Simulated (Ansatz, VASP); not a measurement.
## One calculation of S, two programs

```
S
1.0
     0.00000    1.93452    1.93452
     1.93452    0.00000    1.93452
     1.93452    1.93452    0.00000
S
1
Direct
  0.00000 0.00000 0.00000
```

Change from the starting cell: strain -0.030 along x and y, -0.030 along z, atoms carried along.

Alike in both runs: task single point; functional PBE; dispersion D3(BJ); k mesh 20 × 20 × 20; occupations gaussian, width 0.15 eV; no spin polarisation.

|  | VASP | Ansatz |
| --- | --- | --- |
| version | VASP 6.6.1 | Ansatz 0.2.0 |
| potentials or method | VASP PAW PBE potentials, release 64 (S) | scalar-relativistic, plane waves, PAW |
| plane-wave cutoff (eV) | 520 | 420 |
| valence electrons in the cell | 6 | 6 |

|  | VASP | Ansatz | Ansatz less VASP |
| --- | --- | --- | --- |
| gap on the k mesh at the Fermi level (eV) | none | none | - |
| pressure (GPa) | 3.9 | 4.1 | +0.21 |

A gap of «none» marks a metal or a gap that the smearing closes. The functional is the same, so the differences come from potentials, cutoffs and numerics.

Caveats: pairwise dispersion overbinds metals, which lowers pressure and volume.
